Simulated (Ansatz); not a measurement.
# FeO (Wuestite): the cost of one run

Method: DFT PBE+U (U_eff = 4 eV on Fe 3d), scalar-relativistic, plane waves, PAW, in Ansatz 0.2.0.

The COD entry's cell or inner coordinates are ideal or old and differ from later refinements, so a difference from it is no clean test against experiment.

## (1) The system as given

The structure is cubic, space group Fm-3m (No. 225). The conventional cell has a = 4.405 Å, b = 4.405 Å, c = 4.405 Å, α = 90.00°, β = 90.00°, γ = 90.00°. Around Fe (site symmetry m-3m) lie 6 O at 2.20 Å. Around O (site symmetry m-3m) lie 6 Fe at 2.20 Å.

As a file:

```
Fe O
1.0
     0.00000    2.20255    2.20255
     2.20255    0.00000    2.20255
     2.20255    2.20255    0.00000
Fe O
1 1
Direct
  0.00000 0.00000 0.00000
  0.50000 0.50000 0.50000
```

An earlier run at PBE+U (U_eff = 4 eV on Fe 3d) left this cell at 10.685 Å³/atom and 0.01 GPa (10×10×10 mesh).

## (2) Coarse mesh, to find the state of the open shells

Input file input.yaml:

```yaml
crystal:
  lattice:
    - [0.0, 2.2025485819, -2.2025485819]
    - [0.0, 2.2025485819, 2.2025485819]
    - [4.4050971638, 0.0, 0.0]
  atoms:
    - { symbol: Fe, position: [0.0, 0.0, 0.0], spin: 4.0 }
    - { symbol: O, position: [0.0, 1.0, 0.5] }
    - { symbol: Fe, position: [0.5, 0.5, 0.5], spin: 4.0 }
    - { symbol: O, position: [0.5, 1.5, 1.0] }
basis:
  ecutwfc: 420
  ecutrho_ratio: 4
kpoints:
  mp_grid: { grid: [5, 5, 3] }
hamiltonian:
  xc: pbe
  hubbard: { sites: [{ species: Fe, l: d, u_eff: 4.0 }] }
scf:
  occupations: { method: gaussian, width: 0.05 }
output:
  forces: true
  stress: true
  eigenvalues: true
  populations: true
  hubbard: { sites: [{ species: Fe, l: d }] }
magnetization:
  spin_polarized: true
```

Launch:

```
$ ansatz run input.yaml --threads 1 --pin off --max-ram 2560MiB --backend cpu --events-out ev --progress --plain --runs-dir out
```

Q: Estimate wall time and peak memory on 1 thread of Intel Xeon Platinum 8488C (Sapphire Rapids), shared host.

About 64 s, with a peak of 0.65 GiB.
